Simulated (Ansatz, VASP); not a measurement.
# Two plane-wave programs on SnSe2

Contents of INCAR:

```
PREC = Accurate
ENCUT = 520
EDIFF = 1E-7
ISMEAR = 0
SIGMA = 0.1
LREAL = F
LASPH = T
NELM = 80
ALGO = Normal
ISIF = 2
LWAVE = F
LCHARG = F
GGA = PE
IVDW = 12
NBANDS = 20
```

The input KPOINTS:

```
Automatic mesh
0
Gamma
  6 6 4
```

The input POSCAR:

```
SnSe2
1.0
    3.8109987816      0.0000000000      0.0000000000
   -1.9054993908      3.3004217586      0.0000000000
    0.0000000000      0.0000000000      6.1370000000
Sn Se
1 2
Direct
    0.0000000000      0.0000000000      0.0000000000
    0.3333333333      0.6666666667      0.2500000000
    0.6666666667      0.3333333333      0.7500000000
```

Input for Ansatz:

```yaml
crystal:
  lattice:
    - [3.8109987816, 0.0, 0.0]
    - [-1.9054993908, 3.3004217586, 0.0]
    - [0.0, 0.0, 6.137]
  atoms:
    - { symbol: Sn, position: [0.0, 0.0, 0.0] }
    - { symbol: Se, position: [0.3333333333, 0.6666666667, 0.25] }
    - { symbol: Se, position: [0.6666666667, 0.3333333333, 0.75] }
basis:
  ecutwfc: 420
kpoints:
  mp_grid: { grid: [6, 6, 4] }
hamiltonian:
  xc: pbe
  dispersion: d3bj
scf:
  occupations: { method: gaussian, width: 0.1 }
output:
  forces: true
  stress: true
  eigenvalues: true
```

Alike in both runs: task single point; functional PBE; dispersion D3(BJ); k mesh 6 × 6 × 4; occupations gaussian, width 0.1 eV; no spin polarisation.

|  | VASP | Ansatz |
| --- | --- | --- |
| version | VASP 6.6.1 | Ansatz 0.2.0 |
| potentials or method | VASP PAW PBE potentials, release 64 (Sn_d, Se) | scalar-relativistic, plane waves, PAW |
| plane-wave cutoff (eV) | 520 | 420 |
| valence electrons in the cell | 26 | 46 |

VASP gave:

| Item | Value |
| --- | --- |
| gap on the k mesh at the Fermi level (eV) | 0.82 |
| least direct gap on the mesh (eV) | 1.09 |
| pressure (GPa) | 3.1 |
| largest component of the traceless stress (GPa) | 0.78 |
| rms of the force components (eV/Å) | 0.348 |

Problem. Estimate Ansatz's values.

Solution. gap on the k mesh at the Fermi level (eV): 0.83; least direct gap on the mesh (eV): 1.10; pressure (GPa): 3.0; largest component of the traceless stress (GPa): 0.78; rms of the force components (eV/Å): 0.341.

Atom by atom the forces differ by 0.008 eV/Å (rms over components). With one functional, cell and mesh, what is left measures potentials, basis and numerics. The two sets of potentials don't hold the same shells in valence.

Caveats: spin-orbit coupling is left out, which moves the levels of the heavy elements; the cell's inner coordinates are idealised or old, which leaves forces on the atoms. A k mesh can miss the band edges.
